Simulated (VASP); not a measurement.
# In2O3 (Ia-3) in VASP: notebook, part 2 of 3

VASP 6.6.1. Earlier steps stand in the parts before.

## 3. Relaxation of cell and atoms, PBEsol, target pressure 5 GPa, at which the enthalpy is minimised

This run uses another cell than the first one, of 13.14 Å³/atom, 1.015 times its volume.

File INCAR:

```
  PREC = Accurate
  ENCUT = 600
  EDIFF = 1E-6
  ISMEAR = -1
  SIGMA = 0.05
  LREAL = False
  LASPH = True
  NELM = 60
  ALGO = Normal
  ISIF = 3
  LWAVE = False
  LCHARG = False
  GGA = PS
  IBRION = 2
  NSW = 40
  EDIFFG = -0.01
  PSTRESS = 50
```

File KPOINTS:

```
regular mesh
0
Gamma
  2 2 2
```

File POSCAR:

```
In2O3                                   
1.0
   -5.0842732922      5.0842732922      5.0842732922
    5.0842732922     -5.0842732922      5.0842732922
    5.0842732922      5.0842732922     -5.0842732922
  In              O             
    16    24
Direct
     0.5000000000000000    0.5000000000000000    0.5000000000000000
     0.5000000000000000    1.0000000000000000    0.0000000000000000
     0.0000000000000000    0.5000000000000000    0.0000000000000000
     0.0000000000000000    1.0000000000000000    0.5000000000000000
     0.2500000000000000    0.7160791219775409    0.4660791219775407
     0.7500000000000000    0.7839208780224591    0.0339208780224593
     0.4660791219775407    0.2500000000000000    0.7160791219775409
     0.0339208780224593    0.7500000000000000    0.7839208780224591
     0.7160791219775409    0.4660791219775407    0.2500000000000000
     0.7839208780224591    0.0339208780224593    0.7500000000000000
     0.7500000000000000    0.2839208780224593    0.5339208780224591
     0.2500000000000000    0.2160791219775408    0.9660791219775409
     0.5339208780224591    0.7500000000000000    0.2839208780224593
     0.9660791219775409    0.2500000000000000    0.2160791219775408
     0.2839208780224593    0.5339208780224591    0.7500000000000000
     0.2160791219775408    0.9660791219775409    0.2500000000000000
     0.5365931670111720    0.7721528549838333    0.5445044150060772
     0.7276484399777491    0.9920887520050877    0.9554955849939228
     0.9634068329888280    0.5079112479949122    0.2355596879726614
     0.7723515600222509    0.7278471450161667    0.2644403120273387
     0.5445044150060772    0.5365931670111720    0.7721528549838333
     0.9554955849939228    0.7276484399777491    0.9920887520050878
     0.2355596879726614    0.9634068329888280    0.5079112479949123
     0.2644403120273387    0.7723515600222509    0.7278471450161667
     0.7721528549838333    0.5445044150060772    0.5365931670111720
     0.9920887520050878    0.9554955849939228    0.7276484399777491
     0.5079112479949122    0.2355596879726614    0.9634068329888280
     0.7278471450161667    0.2644403120273387    0.7723515600222509
     0.4634068329888280    0.2278471450161667    0.4554955849939230
     0.2723515600222508    0.0079112479949121    0.0445044150060770
     0.0365931670111720    0.4920887520050879    0.7644403120273386
     0.2276484399777493    0.2721528549838333    0.7355596879726614
     0.4554955849939230    0.4634068329888280    0.2278471450161667
     0.0445044150060770    0.2723515600222508    0.0079112479949121
     0.7644403120273386    0.0365931670111720    0.4920887520050879
     0.7355596879726614    0.2276484399777493    0.2721528549838333
     0.2278471450161667    0.4554955849939230    0.4634068329888280
     0.0079112479949121    0.0445044150060770    0.2723515600222508
     0.4920887520050879    0.7644403120273386    0.0365931670111720
     0.2721528549838333    0.7355596879726614    0.2276484399777493
```

Potentials or basis: VASP PAW PBE potentials, release 64 (In_d, O).

Launch:

```console
$ cat potpaw_PBE.64/In_d/POTCAR potpaw_PBE.64/O/POTCAR > POTCAR
$ mpirun -np 8 vasp_std > vasp.out
```

It took 18 min on 8 MPI ranks of Intel Xeon Platinum 8488C (Sapphire Rapids), shared host; peak memory 0.28 GiB.

Results (log left out):

```yaml
Free_energy: -238.3430 eV
Relaxed_volume: 12.77 Å³/atom
Relaxed_cell: a = 8.721 Å, b = 8.721 Å, c = 8.721 Å, α = 109.47°, β = 109.47°, γ = 109.47°
Space_group_after_relaxing_to_0.05_Å: Ia-3 (No. 206)
Energy_change_on_relaxing_the_enthalpy_is_what_falls: +5.8 meV/atom
Ionic_steps: 11
Pressure_after_relaxing: 5.0 GPa
Largest_force_after_relaxing: 0.009 eV/Å
Band_gap_on_the_k_mesh: 1.18 eV, direct
```

Forces on the atoms (eV/Å):
```
In   0.000  0.000  0.000
In   0.000  0.000  0.000
In   0.000  0.000  0.000
In   0.000  0.000  0.000
In   0.006  0.000  0.000
In  -0.006  0.000  0.000
In   0.000  0.006  0.000
In   0.000 -0.006  0.000
In   0.000  0.000  0.006
In   0.000  0.000 -0.006
In  -0.006  0.000  0.000
In   0.006  0.000  0.000
In   0.000 -0.006  0.000
In   0.000  0.006  0.000
In   0.000  0.000 -0.006
In   0.000  0.000  0.006
O    0.007 -0.005  0.002
O   -0.007  0.005  0.002
O    0.007  0.005 -0.002
O   -0.007 -0.005 -0.002
O    0.002  0.007 -0.005
O    0.002 -0.007  0.005
O   -0.002  0.007  0.005
O   -0.002 -0.007 -0.005
O   -0.005  0.002  0.007
O    0.005  0.002 -0.007
O    0.005 -0.002  0.007
O   -0.005 -0.002 -0.007
O   -0.007  0.005 -0.002
O    0.007 -0.005 -0.002
O   -0.007 -0.005  0.002
O    0.007  0.005  0.002
O   -0.002 -0.007  0.005
O   -0.002  0.007 -0.005
O    0.002 -0.007 -0.005
O    0.002  0.007  0.005
O    0.005 -0.002 -0.007
O   -0.005 -0.002  0.007
O   -0.005  0.002 -0.007
O    0.005  0.002  0.007
```

The path:
| step | energy change (eV) | largest force (eV/Å) | pressure (GPa) | volume (Å³) |
| --- | --- | --- | --- | --- |
| 1 | 0.0000 | 0.0075 | 0.03 | 525.71 |
| 2 | 1.0264 | 0.1841 | 11.41 | 495.32 |
| 3 | 0.2193 | 0.0827 | 4.96 | 511.30 |
| 4 | 0.2282 | 0.0847 | 5.08 | 511.02 |
| 5 | 0.2304 | 0.0455 | 5.07 | 510.78 |
| 6 | 0.2364 | 0.0552 | 5.08 | 510.55 |
| 7 | 0.2350 | 0.0482 | 5.08 | 510.59 |
| 8 | 0.2214 | 0.0149 | 4.91 | 510.97 |
| 9 | 0.2193 | 0.0133 | 4.87 | 511.03 |
| 10 | 0.2411 | 0.0143 | 5.12 | 510.33 |
| 11 | 0.2311 | 0.0088 | 5.02 | 510.65 |

Final structure:
```cif
data_structure
_symmetry_space_group_name_H-M 'P 1'
_symmetry_Int_Tables_number 1
_cell_length_a 8.7213
_cell_length_b 8.7213
_cell_length_c 8.7213
_cell_angle_alpha 109.471
_cell_angle_beta 109.471
_cell_angle_gamma 109.471
_cell_volume 510.65
loop_
_atom_site_label
_atom_site_type_symbol
_atom_site_fract_x
_atom_site_fract_y
_atom_site_fract_z
_atom_site_occupancy
In1 In 0.50000 0.50000 0.50000 1
In2 In 0.50000 0.00000 0.00000 1
In3 In 0.00000 0.50000 0.00000 1
In4 In 0.00000 0.00000 0.50000 1
In5 In 0.25000 0.71588 0.46588 1
In6 In 0.75000 0.78412 0.03412 1
In7 In 0.46588 0.25000 0.71588 1
In8 In 0.03412 0.75000 0.78412 1
In9 In 0.71588 0.46588 0.25000 1
In10 In 0.78412 0.03412 0.75000 1
In11 In 0.75000 0.28412 0.53412 1
In12 In 0.25000 0.21588 0.96588 1
In13 In 0.53412 0.75000 0.28412 1
In14 In 0.96588 0.25000 0.21588 1
In15 In 0.28412 0.53412 0.75000 1
In16 In 0.21588 0.96588 0.25000 1
O1 O 0.53646 0.77239 0.54553 1
O2 O 0.72686 0.99093 0.95447 1
O3 O 0.96354 0.50907 0.23594 1
O4 O 0.77314 0.72761 0.26406 1
O5 O 0.54553 0.53646 0.77239 1
O6 O 0.95447 0.72686 0.99093 1
O7 O 0.23594 0.96354 0.50907 1
O8 O 0.26406 0.77314 0.72761 1
O9 O 0.77239 0.54553 0.53646 1
O10 O 0.99093 0.95447 0.72686 1
O11 O 0.50907 0.23594 0.96354 1
O12 O 0.72761 0.26406 0.77314 1
O13 O 0.46354 0.22761 0.45447 1
O14 O 0.27314 0.00907 0.04553 1
O15 O 0.03646 0.49093 0.76406 1
O16 O 0.22686 0.27239 0.73594 1
O17 O 0.45447 0.46354 0.22761 1
O18 O 0.04553 0.27314 0.00907 1
O19 O 0.76406 0.03646 0.49093 1
O20 O 0.73594 0.22686 0.27239 1
O21 O 0.22761 0.45447 0.46354 1
O22 O 0.00907 0.04553 0.27314 1
O23 O 0.49093 0.76406 0.03646 1
O24 O 0.27239 0.73594 0.22686 1
```

Levels at points of the mesh, in eV from the valence-band top:
| k point | band 174 | band 175 | band 176 | band 177 | band 178 | band 179 |
| --- | --- | --- | --- | --- | --- | --- |
| (0.00, 0.00, 0.00) | 0.00 | 0.00 | 0.00 | 1.18 | 5.56 | 5.56 |
| (0.50, 0.00, 0.00) | -0.16 | -0.04 | -0.04 | 3.27 | 3.27 | 5.04 |
| (0.50, 0.50, 0.50) | -0.24 | -0.24 | -0.17 | 4.16 | 4.16 | 4.16 |

Caveat: the k mesh is coarse (spacing up to 0.44 Å⁻¹), so the values aren't converged; the cell is relaxed towards a set pressure, so the enthalpy falls and the energy may rise; the PAW data sets were made with another functional, which shifts forces and pressure a little; spin-orbit coupling is left out, which moves the levels of the heavy elements.

## 4. Relaxation of cell and atoms, PBEsol, target pressure 10 GPa, at which the enthalpy is minimised

This run uses another cell than the first one, of 12.77 Å³/atom, 0.986 times its volume.

INCAR, as its differences from that of step 3:

```diff
@@ -16,2 +16,2 @@
   EDIFFG = -0.01
-  PSTRESS = 50
+  PSTRESS = 100
```

KPOINTS is that of step 3.

File POSCAR:

```
In2O3                                   
1.0
   -5.0352344762      5.0352344762      5.0352344762
    5.0352344762     -5.0352344762      5.0352344762
    5.0352344762      5.0352344762     -5.0352344762
  In              O             
    16    24
Direct
     0.5000000000000000    0.5000000000000000    0.5000000000000000
     0.5000000000000000    0.0000000000000000    0.0000000000000000
     0.0000000000000000    0.5000000000000000    0.0000000000000000
     0.0000000000000000    0.0000000000000000    0.5000000000000000
     0.2500000000000000    0.7158805407380250    0.4658805407380250
     0.7500000000000000    0.7841194592619750    0.0341194592619751
     0.4658805407380250    0.2500000000000000    0.7158805407380250
     0.0341194592619751    0.7500000000000000    0.7841194592619750
     0.7158805407380250    0.4658805407380250    0.2500000000000000
     0.7841194592619750    0.0341194592619751    0.7500000000000000
     0.7500000000000000    0.2841194592619750    0.5341194592619750
     0.2500000000000000    0.2158805407380250    0.9658805407380250
     0.5341194592619750    0.7500000000000000    0.2841194592619750
     0.9658805407380250    0.2500000000000000    0.2158805407380250
     0.2841194592619750    0.5341194592619750    0.7500000000000000
     0.2158805407380250    0.9658805407380250    0.2500000000000000
     0.5364570392675840    0.7723921894908883    0.5455294051365062
     0.7268627843543680    0.9909276341310709    0.9544705948634938
     0.9635429607324160    0.5090723658689291    0.2359351502232970
     0.7731372156456320    0.7276078105091117    0.2640648497767030
     0.5455294051365062    0.5364570392675840    0.7723921894908883
     0.9544705948634938    0.7268627843543680    0.9909276341310709
     0.2359351502232970    0.9635429607324160    0.5090723658689291
     0.2640648497767030    0.7731372156456320    0.7276078105091117
     0.7723921894908883    0.5455294051365062    0.5364570392675840
     0.9909276341310709    0.9544705948634938    0.7268627843543680
     0.5090723658689291    0.2359351502232970    0.9635429607324160
     0.7276078105091117    0.2640648497767030    0.7731372156456320
     0.4635429607324159    0.2276078105091119    0.4544705948634941
     0.2731372156456320    0.0090723658689290    0.0455294051365060
     0.0364570392675841    0.4909276341310710    0.7640648497767030
     0.2268627843543680    0.2723921894908882    0.7359351502232970
     0.4544705948634941    0.4635429607324159    0.2276078105091119
     0.0455294051365060    0.2731372156456320    0.0090723658689290
     0.7640648497767030    0.0364570392675841    0.4909276341310710
     0.7359351502232970    0.2268627843543680    0.2723921894908882
     0.2276078105091119    0.4544705948634941    0.4635429607324159
     0.0090723658689290    0.0455294051365060    0.2731372156456320
     0.4909276341310710    0.7640648497767030    0.0364570392675841
     0.2723921894908882    0.7359351502232970    0.2268627843543680
```

Launch:

```console
$ cat potpaw_PBE.64/In_d/POTCAR potpaw_PBE.64/O/POTCAR > POTCAR
$ mpirun -np 8 vasp_std > vasp.out
```

It took 17 min on 8 MPI ranks of Intel Xeon Platinum 8488C (Sapphire Rapids), shared host; peak memory 0.28 GiB.

It converged, with:

```yaml
Free_energy: -237.7073 eV
Relaxed_volume: 12.44 Å³/atom
Relaxed_cell: a = 8.647 Å, b = 8.647 Å, c = 8.647 Å, α = 109.47°, β = 109.47°, γ = 109.47°
Space_group_after_relaxing_to_0.05_Å: Ia-3 (No. 206)
Energy_change_on_relaxing_the_enthalpy_is_what_falls: +15.2 meV/atom
Ionic_steps: 10
Pressure_after_relaxing: 10.0 GPa
Largest_force_after_relaxing: 0.008 eV/Å
Band_gap_on_the_k_mesh: 1.32 eV, direct
```

Forces on the atoms (eV/Å):
```
In   0.000  0.000  0.000
In   0.000  0.000  0.000
In   0.000  0.000  0.000
In   0.000  0.000  0.000
In   0.005  0.000  0.000
In  -0.005  0.000  0.000
In   0.000  0.005  0.000
In   0.000 -0.005  0.000
In   0.000  0.000  0.005
In   0.000  0.000 -0.005
In  -0.005  0.000  0.000
In   0.005  0.000  0.000
In   0.000 -0.005  0.000
In   0.000  0.005  0.000
In   0.000  0.000 -0.005
In   0.000  0.000  0.005
O    0.003 -0.008  0.001
O   -0.003  0.008  0.001
O    0.003  0.008 -0.001
O   -0.003 -0.008 -0.001
O    0.001  0.003 -0.008
O    0.001 -0.003  0.008
O   -0.001  0.003  0.008
O   -0.001 -0.003 -0.008
O   -0.008  0.001  0.003
O    0.008  0.001 -0.003
O    0.008 -0.001  0.003
O   -0.008 -0.001 -0.003
O   -0.003  0.008 -0.001
O    0.003 -0.008 -0.001
O   -0.003 -0.008  0.001
O    0.003  0.008  0.001
O   -0.001 -0.003  0.008
O   -0.001  0.003 -0.008
O    0.001 -0.003 -0.008
O    0.001  0.003  0.008
O    0.008 -0.001 -0.003
O   -0.008 -0.001  0.003
O   -0.008  0.001 -0.003
O    0.008  0.001  0.003
```

The path:
```
step  energy change (eV)  largest force (eV/Å)  pressure (GPa)  volume (Å³)
   1              0.0000                0.0090            5.03       510.65
   2              1.9627                0.1821           17.52       481.93
   3              0.5762                0.0751            9.94       498.24
   4              0.5916                0.0768           10.05       497.99
   5              0.5990                0.0420           10.05       497.80
   6              0.6071                0.0491           10.06       497.66
   7              0.5922                0.0155            9.92       497.87
   8              0.5900                0.0138            9.90       497.90
   9              0.6238                0.0117           10.13       497.36
  10              0.6069                0.0081           10.02       497.63
```

Final structure:
```
CELL_PARAMETERS angstrom
-4.99208 4.99208 4.99208
4.99208 -4.99208 4.99208
4.99208 4.99208 -4.99208
ATOMIC_POSITIONS crystal
In 0.50000 0.50000 0.50000
In 0.50000 0.00000 0.00000
In 0.00000 0.50000 0.00000
In 0.00000 0.00000 0.50000
In 0.25000 0.71578 0.46578
In 0.75000 0.78422 0.03422
In 0.46578 0.25000 0.71578
In 0.03422 0.75000 0.78422
In 0.71578 0.46578 0.25000
In 0.78422 0.03422 0.75000
In 0.75000 0.28422 0.53422
In 0.25000 0.21578 0.96578
In 0.53422 0.75000 0.28422
In 0.96578 0.25000 0.21578
In 0.28422 0.53422 0.75000
In 0.21578 0.96578 0.25000
O 0.53622 0.77266 0.54646
O 0.72620 0.98976 0.95354
O 0.96378 0.51024 0.23644
O 0.77380 0.72734 0.26356
O 0.54646 0.53622 0.77266
O 0.95354 0.72620 0.98976
O 0.23644 0.96378 0.51024
O 0.26356 0.77380 0.72734
O 0.77266 0.54646 0.53622
O 0.98976 0.95354 0.72620
O 0.51024 0.23644 0.96378
O 0.72734 0.26356 0.77380
O 0.46378 0.22734 0.45354
O 0.27380 0.01024 0.04646
O 0.03622 0.48976 0.76356
O 0.22620 0.27266 0.73644
O 0.45354 0.46378 0.22734
O 0.04646 0.27380 0.01024
O 0.76356 0.03622 0.48976
O 0.73644 0.22620 0.27266
O 0.22734 0.45354 0.46378
O 0.01024 0.04646 0.27380
O 0.48976 0.76356 0.03622
O 0.27266 0.73644 0.22620
```

Levels at points of the mesh, in eV from the valence-band top:
| k point | band 173 | band 174 | band 175 | band 176 | band 177 | band 178 | band 179 | band 180 |
| --- | --- | --- | --- | --- | --- | --- | --- | --- |
| (0.00, 0.00, 0.00) | -0.27 | 0.00 | 0.00 | 0.00 | 1.32 | 5.73 | 5.73 | 5.73 |
| (0.50, 0.00, 0.00) | -0.17 | -0.17 | -0.05 | -0.05 | 3.42 | 3.42 | 5.21 | 5.21 |
| (0.50, 0.50, 0.50) | -0.26 | -0.23 | -0.23 | -0.17 | 4.30 | 4.30 | 4.30 | 4.38 |

Caveat: the k mesh is coarse (spacing up to 0.44 Å⁻¹), so the values aren't converged; the cell is relaxed towards a set pressure, so the enthalpy falls and the energy may rise; the PAW data sets were made with another functional, which shifts forces and pressure a little; spin-orbit coupling is left out, which moves the levels of the heavy elements.

(Continued in part 3 of 3.)
